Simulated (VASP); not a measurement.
# Pb (P6_3/mmc) in VASP: notebook

One crystal, Pb, is run at these levels: PBEsol; tasks: single point.

All numbers are computed with VASP 6.6.1; they aren't measurements. Logs are shortened: lines on timing, memory, paths and dates and some standing lists are left out, and cuts for length are marked.

### 1 The crystal as given

It takes space group P6_3/mmc (No. 194, hexagonal). The conventional cell has a = 3.480 Å, b = 3.480 Å, c = 5.590 Å, α = 90.00°, β = 90.00°, γ = 120.00°. Pb (site symmetry -6m2) is surrounded by 12 Pb at 3.44 to 3.48 Å.

This isn't the form of Pb at room conditions, which is fcc.

### 2 Single point, PBEsol

INCAR reads:

```
PREC = Accurate
ENCUT = 350
EDIFF = 1E-6
ISMEAR = -1
SIGMA = 0.2
LREAL = False
LASPH = True
NELM = 100
ALGO = Normal
ISIF = 2
LWAVE = False
LCHARG = False
GGA = PS
ADDGRID = False
```

KPOINTS reads:

```
regular mesh
0
Gamma
  6 6 4
```

POSCAR reads:

```
Pb
1.0
    3.4800000000      0.0000000000      0.0000000000
   -1.7400000000      3.0137684052      0.0000000000
    0.0000000000      0.0000000000      5.5900000000
Pb
2
Direct
    0.6666666667      0.3333333333      0.7500000000
    0.3333333333      0.6666666667      0.2500000000
```

Potentials or basis: VASP PAW PBE potentials, release 64 (Pb_d).

Started as:

```sh
$ cat potpaw_PBE.64/Pb_d/POTCAR > POTCAR
$ mpirun -np 1 vasp_std > vasp.out
```

OUTCAR:

```text
PREC = Accurate
   ENCUT = 350
   EDIFF = 1E-6
   ISMEAR = -1
   LREAL = False
   LASPH = True
   NELM = 100
   ISIF = 2
   GGA = PS

 Found     21 irreducible k-points:

 Following reciprocal coordinates:
            Coordinates               Weight
  0.000000  0.000000  0.000000      1.000000
  0.166667  0.000000  0.000000      6.000000
  0.333333  0.000000  0.000000      6.000000
  0.500000  0.000000  0.000000      3.000000
  0.166667  0.166667  0.000000      6.000000
  0.333333  0.166667  0.000000     12.000000
   k-points           NKPTS =     21   k-points in BZ     NKDIM =     21   number of bands    NBANDS=     18
   number of dos      NEDOS =    301   number of ions     NIONS =      2
   total plane-waves  NPLWV =  20736
   dimension x,y,z NGX =    24 NGY =   24 NGZ =   36
   dimension x,y,z NGXF=    48 NGYF=   48 NGZF=   72
   ions per type =               2
   NGX,Y,Z   is equivalent  to a cutoff of  11.47, 11.47, 10.71 a.u.
   NGXF,Y,Z  is equivalent  to a cutoff of  22.93, 22.93, 21.41 a.u.
 SYSTEM =  unknown system
   PREC   = accura    normal or accurate (medium, high low for compatibility)
   ISTART =      0    job   : 0-new  1-cont  2-samecut
   ICHARG =      2    charge: 1-file 2-atom 10-const
   ISPIN  =      1    spin polarized calculation?
   LNONCOLLINEAR =      F non collinear calculations
   LSORBIT =      F    spin-orbit coupling
   LASPH  =      T    aspherical Exc in radial PAW
   ENCUT  =  350.0 eV  25.72 Ry    5.07 a.u.   5.31  5.31  8.53*2*pi/ulx,y,z
   NELM   =    100;   NELMIN=  2; NELMDL= -5     # of ELM steps
   EDIFF  = 0.1E-05   stopping-criterion for ELM
   LREAL  =      F    real-space projection
   EDIFFG = 0.1E-04   stopping-criterion for IOM
   NSW    =      0    number of steps for IOM
   IBRION =     -1    ionic relax: 0-MD 1-quasi-New 2-CG
   NFREE  =      0    steps in history (QN), initial steepest desc. (CG)
   ISIF   =      2    stress and relaxation
   ISYM   =      2    0-nonsym 1-usesym 2-fastsym
   POTIM  = 0.5000    time-step for ionic-motion
   TEBEG  =    0.0;   TEEND  =   0.0 temperature during run
   PSTRESS=    0.0 pullay stress
   NELECT =      28.0000    total number of electrons
   NUPDOWN=      -1.0000    fix difference up-down
   EMIN   =  10.00;   EMAX   =-10.00  energy-range for DOS
   EFERMI =   0.00;   METHOD = LEGACY
   ISMEAR =    -1;   SIGMA  =   0.20  broadening in eV -4-tet -1-fermi 0-gaus
   EFERMI_NEDOS =   21; number of points for ismear=-14 and -15
   IALGO  =     38    algorithm
   IMIX   =      4    mixing-type and parameters
     AMIX     =   0.40;   BMIX     =  1.00
     AMIX_MAG =   1.60;   BMIX_MAG =  1.00
  volume/ion in A,a.u.               =      29.31       197.82
  Fermi-wavevector in a.u.,A,eV,Ry     =   1.279658  2.418203 22.279870  1.637524
  Thomas-Fermi vector in A             =   2.412131
   LORBIT       =      0    0 simple, 1 ext, 2 COOP (PROOUT), +10 PAW based schemes
   GGA     = PS    functional components
   LHFCALC =     F    Hartree Fock is set to
   AEXX    =    0.0000 exact exchange contribution
   IVDW    =     0    specifies the selected vdW correction
   LEPSILON=     F    determine dielectric tensor
   LRPA    =     F    only Hartree local field effects (RPA)
 non-spin polarized calculation
  energy-cutoff  :      350.00
  volume of cell :       58.63
 maximum number of plane-waves:       885
 NGX is ok and might be reduce to    24
   NGX = 11   NGY = 11   NGZ = 17

 number of electron      27.9999993 magnetization

 Free energy of the ion-electron system (eV)
  ---------------------------------------------------
  ext. energy  EPLUGINS =         0.00000000
  ---------------------------------------------------
  free energy    TOTEN  =        -7.98141803 eV

  energy without entropy =       -7.81515683  energy(sigma->0) =       -7.89828743

 E-fermi :   7.5189     XC(G=0): -10.5057

 val. band max:        7.4962677395   @ k =   0.3333   0.0000   0.2500
 cond. band min:       7.9784007483   @ k =   0.1667   0.1667   0.0000
 fundamental gap:      0.4821330088
 Fermi energy:         7.5188597767

 k-point     1 :       0.0000    0.0000    0.0000
  band No.  band energies     occupation
      1      -9.5648      2.00000
      2      -9.5137      2.00000
      3      -9.5036      2.00000
      4      -9.5036      2.00000
      5      -9.4785      2.00000
      6      -9.4785      2.00000
[... 10 lines left out ...]
     17      14.9468      0.00000
     18      15.6200      0.00000

 k-point     2 :       0.1667    0.0000    0.0000
  band No.  band energies     occupation
      1      -9.5816      2.00000
      2      -9.5134      2.00000
      3      -9.4765      2.00000
      4      -9.4667      2.00000
      5      -9.4594      2.00000
      6      -9.4386      2.00000
[... 10 lines left out ...]
     17      14.6691      0.00000
     18      15.0293      0.00000

 k-point     3 :       0.3333    0.0000    0.0000
  band No.  band energies     occupation
      1      -9.6557      2.00000
      2      -9.5442      2.00000
      3      -9.5202      2.00000
      4      -9.5042      2.00000
      5      -9.4136      2.00000
      6      -9.3537      2.00000
[... 10 lines left out ...]
     17      11.5298      0.00000
     18      13.8335      0.00000

 k-point     4 :       0.5000    0.0000    0.0000
  band No.  band energies     occupation
      1      -9.6908      2.00000
      2      -9.5883      2.00000
      3      -9.5370      2.00000
      4      -9.5242      2.00000
      5      -9.3829      2.00000
      6      -9.3754      2.00000
[... 10 lines left out ...]
     17       9.4257      0.00014
     18      13.2511      0.00000

 k-point     5 :       0.1667    0.1667    0.0000
  band No.  band energies     occupation
      1      -9.5585      2.00000
      2      -9.5548      2.00000
      3      -9.5274      2.00000
      4      -9.4881      2.00000
      5      -9.4286      2.00000
      6      -9.3989      2.00000
[... 10 lines left out ...]
     17      12.2935      0.00000
     18      12.7827      0.00000

 k-point     6 :       0.3333    0.1667    0.0000
  band No.  band energies     occupation
      1      -9.6072      2.00000
      2      -9.6012      2.00000
      3      -9.4956      2.00000
      4      -9.4899      2.00000
      5      -9.3931      2.00000
      6      -9.3874      2.00000
[... 10 lines left out ...]
     17      10.0761      0.00001
     18      10.8848      0.00000

 [... further k-points ...]

------------------------ aborting loop because EDIFF is reached ----------------------------------------

  FORCE on cell =-STRESS in cart. coord.  units (eV):
  Direction    XX          YY          ZZ          XY          YZ          ZX
  --------------------------------------------------------------------------------------
  -------------------------------------------------------------------------------------
  Total        0.2654334      0.2654334      0.2847546      0.0000000     -0.0000000      0.0000000
  in kB        7.2537951      7.2537951      7.7818068      0.0000000     -0.0000000      0.0000000
  external PRESSURE =       7.4297990 kB  Pullay stress =       0.0000000 kB

 VOLUME and BASIS-vectors are now :
 -----------------------------------------------------------------------------
  energy-cutoff  :      350.00
  volume of cell :       58.63
      direct lattice vectors                 reciprocal lattice vectors
     3.480000000  0.000000000  0.000000000     0.287356322  0.165905250  0.000000000
    -1.740000000  3.013768405  0.000000000     0.000000000  0.331810500  0.000000000
     0.000000000  0.000000000  5.590000000     0.000000000  0.000000000  0.178890877

 POSITION                                       TOTAL-FORCE (eV/Angst)
 -----------------------------------------------------------------------------------
      1.74000      1.00459      4.19250         0.000000      0.000000      0.000000
     -0.00000      2.00918      1.39750        -0.000000     -0.000000      0.000000
 -----------------------------------------------------------------------------------
    total drift:                               -0.000000      0.000000      0.000000

  FREE ENERGIE OF THE ION-ELECTRON SYSTEM (eV)
  ---------------------------------------------------
  free  energy   TOTEN  =        -7.9814180274 eV

  energy  without entropy=       -7.8151568294  energy(sigma->0) =       -7.89828743
```

It took 4.6 s on 1 thread of Intel Xeon 6975P-C (Granite Rapids), shared host; peak memory 0.15 GiB.

These settings aren't checked as converged: the numbers below hold their error.

Results:

| Item | Value |
| --- | --- |
| Free energy | -7.9814 eV |
| Pressure | 0.7 GPa |
| Band gap on the k mesh | none (metal or under the smearing width) |

Caveat: the PAW data sets were made with another functional, which shifts forces and pressure a little.

### 3 Single point, PBEsol

INCAR is that of step 2.

KPOINTS is that of step 2.

POSCAR reads:

```
Pb
1.0
    3.4800000000      0.0000000000      0.0000000000
   -1.7400000000      3.0137684052      0.0000000000
    0.0000000000      0.0000000000      5.5900000000
Pb
2
Direct
    0.6916670000      0.3496840000      0.7502860000
    0.3559200000      0.6835750000      0.2530120000
```

Potentials or basis: VASP PAW PBE potentials, release 64 (Pb_d).

Started as:

```sh
$ cat potpaw_PBE.64/Pb_d/POTCAR > POTCAR
$ mpirun -np 1 vasp_std > vasp.out
```

Wall time 11 s (1 thread of Intel Xeon 6975P-C (Granite Rapids), shared host); peak memory 0.17 GiB.

These settings aren't checked as converged: the numbers below hold their error.

What came out:

| Item | Value |
| --- | --- |
| Free energy | -7.9811 eV |
| Pressure | 0.7 GPa |
| Largest force | 0.038 eV/Å |
| Band gap on the k mesh | none (metal or under the smearing width) |

Caveat: the PAW data sets were made with another functional, which shifts forces and pressure a little.

### 4 Single point, PBEsol

INCAR, as its differences from that of step 3:

```diff
@@ -1,3 +1,3 @@
 PREC = Accurate
-ENCUT = 350
+ENCUT = 400
 EDIFF = 1E-6
```

KPOINTS is that of step 3.

POSCAR reads:

```
Pb
1.0
    3.4800000000      0.0000000000      0.0000000000
   -1.7400000000      3.0137684052      0.0000000000
    0.0000000000      0.0000000000      5.5900000000
Pb
2
Direct
    0.6666666667      0.3333333333      0.7500000000
    0.3333333333      0.6666666667      0.2500000000
```

Started as:

```sh
$ cat potpaw_PBE.64/Pb_d/POTCAR > POTCAR
$ mpirun -np 1 vasp_std > vasp.out
```

It took 4.5 s on 1 thread of Intel Xeon 6975P-C (Granite Rapids), shared host; peak memory 0.15 GiB.

The run converged, but some of its settings lie outside the range that counts as converged, so its numbers aren't taken as properties of the crystal.

What came out:

| Quantity | Value |
| --- | --- |
| Free energy | -7.9824 eV |
| Pressure | 1.2 GPa |
| Band gap on the k mesh | none (metal or under the smearing width) |

Caveat: the PAW data sets were made with another functional, which shifts forces and pressure a little.

### 5 The reference run

An earlier run on the cell as given: functional PBEsol; potentials or basis VASP PAW PBE potentials, release 64 (Pb_d); cutoff 520 eV; k mesh 9 × 9 × 5; occupations fermi-dirac, width 0.05 eV; no spin polarisation.

- Pressure: 1.0 GPa
- Band gap on the k mesh: none (metal or under the smearing width)
